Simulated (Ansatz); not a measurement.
```cif
data_structure
_symmetry_space_group_name_H-M 'P 1'
_symmetry_Int_Tables_number 1
_cell_length_a 3.7474
_cell_length_b 3.7474
_cell_length_c 3.7474
_cell_angle_alpha 60.000
_cell_angle_beta 60.000
_cell_angle_gamma 60.000
_cell_volume 37.21
loop_
_atom_site_label
_atom_site_type_symbol
_atom_site_fract_x
_atom_site_fract_y
_atom_site_fract_z
_atom_site_occupancy
Zn1 Zn 0.00000 0.00000 0.00000 1
S1 S 0.25000 0.25000 0.25000 1
```

RPA correlation and exact exchange on PBE orbitals, hard PAW set made for 700 eV (Ansatz); 4×4×4 mesh, wave cutoff 700 eV, correlation extrapolated to infinite response cutoff from cutoffs up to 280 eV, 26 electrons, all correlated, 255 empty bands, long-wavelength term: optical limit. The band count ends below the top response cutoff.

The cell is then scaled evenly to 1.128 times this volume.

Energy change of the cell: PBE -0.056 eV (mean pressure +1.9 GPa); the Hartree-Fock expression on these orbitals -0.239 eV (mean pressure +8.0 GPa).

**Question.** What change follows for RPA correlation and the RPA total?

**Answer.** RPA correlation: +0.254 eV (mean pressure -8.6 GPa). The RPA total: +0.015 eV (mean pressure -0.5 GPa).

This ran on a trial build of the method. The cell is a model at fixed atoms and needn't be the relaxed known crystal. The program warned that its long-wavelength term hit its cap (in one of the runs). The correlation step scatters with the plane-wave count, here by about 0.01 eV. The mesh is coarse, so these steps aren't converged.
